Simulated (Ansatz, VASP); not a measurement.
Ti: VASP beside Ansatz

```
Ti
1.0
     2.61201    0.00000    0.00000
     0.00000    2.61201    0.00000
     0.00000    0.00000    2.61201
Ti
1
Cartesian
  0.0000 0.0000 0.0000
```

Alike in both runs: task relaxation of cell and atoms; functional r2SCAN; k mesh 22 × 22 × 22; occupations gaussian, width 0.1 eV; no spin polarisation.

|  | VASP | Ansatz |
| --- | --- | --- |
| version | VASP 6.6.1 | Ansatz 0.2.0 |
| potentials or method | VASP PAW PBE potentials, release 64 (Ti_sv) | scalar-relativistic, plane waves, PAW |
| plane-wave cutoff (eV) | 600 | 500 |
| valence electrons in the cell | 12 | 12 |

```tsv
	VASP	Ansatz	Ansatz less VASP
gap on the k mesh at the Fermi level, each at its own relaxed structure (eV)	none	none	-
relaxed volume (Å³/atom)	18.23	18.13	-0.107
relaxed cell length with the largest relative difference (Å)	2.632	2.627	-0.0052
energy change over the relaxation (meV/atom)	-2	-1	+1.1
```

A gap of «none» marks a metal or a gap that the smearing closes.

Caveats: the PAW data sets were made with another functional, which shifts forces and pressure a little (VASP).
